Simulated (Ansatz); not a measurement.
## ZrO2, space group P4_2/nmc: an optical spectrum, step by step

With Ansatz 0.2.0, Python API.

Interactive session:
```pycon
>>> import ansatz as az
>>> import numpy as np
>>> cell = (
...     az.Lattice.of((3.5961, 0.0, 0.0), (0.0, 3.5961, 0.0), (0.0, 0.0, 5.177))
...     .atom('Zr', (0.0, 0.0, 0.0))
...     .atom('Zr', (0.5, 0.5, 0.5))
...     .atom('O', (0.0, 0.5, 0.203))
...     .atom('O', (0.0, 0.5, 0.703))
...     .atom('O', (0.5, 0.0, 0.297))
...     .atom('O', (0.5, 0.0, 0.797))
... )
>>> model = (
...     cell.calculation()
...     .kpoints(6, 6, 4)
...     .functional('pbe')
...     .occupations('fixed')
...     .basis(470)
...     .optics(energy_step=0.05, nscf_kmesh=(6, 6, 6))
... )
>>> done = model.run(threads=1)
>>> spectra = done.optics()
>>> energy, filling = np.asarray(spectra.photon_energy_ev), spectra.band_filling
>>> gapped = filling.kind == 'insulating'
>>> eps1 = np.asarray(filling.eps1 if gapped else filling.eps1_interband)[:3].mean(axis=0)
>>> eps2 = np.asarray(filling.eps2 if gapped else filling.eps2_interband)[:3].mean(axis=0)
>>> print('filling:', filling.kind, '- valid up to', round(spectra.valid_up_to_ev, 2), 'eV,', spectra.n_bands, 'bands')
filling: insulating - valid up to 6.18 eV, 30 bands
>>> top = min(8, spectra.valid_up_to_ev)
>>> print('E (eV)    eps1      eps2')
E (eV)    eps1      eps2
>>> for e in np.arange(0.5, top + 0.01, 0.5):
...     print(f'{e:5.1f} {np.interp(e, energy, eps1):9.3f} {np.interp(e, energy, eps2):9.3f}')
...
  0.5     4.001     0.000
  1.0     4.054     0.000
  1.5     4.147     0.000
  2.0     4.291     0.000
  2.5     4.502     0.000
  3.0     4.817     0.000
  3.5     5.319     0.000
  4.0     6.369     0.013
  4.5     7.664     1.440
  5.0     7.521     4.169
  5.5     6.639     6.162
  6.0     3.507     7.029
>>> if gapped:
...     print('eps_inf, bands beyond those summed included:', np.round(filling.eps_inf[:3], 3))
...
eps_inf, bands beyond those summed included: [5.869 5.869 5.337]
>>> print('f-sum electrons:', np.round(filling.get('f_sum_n_eff'), 3))
f-sum electrons: [12.759 12.759 12.594]
```

Notes:
- No spin polarisation was allowed.
- This is a high-temperature or high-pressure form, not the ambient phase.
- Averages over directions belong to no single polarisation, least of all in layered crystals.
- The starting cell is as deposited in a crystallographic database; the results hold for this polymorph, which needn't be the stable one.
- Independent-particle spectra on Kohn-Sham bands hold no excitons, and semilocal gaps are too small.
- Run time: 76 s on 1 thread of Arm Neoverse V2, on a shared host, peak memory 0.87 GiB.
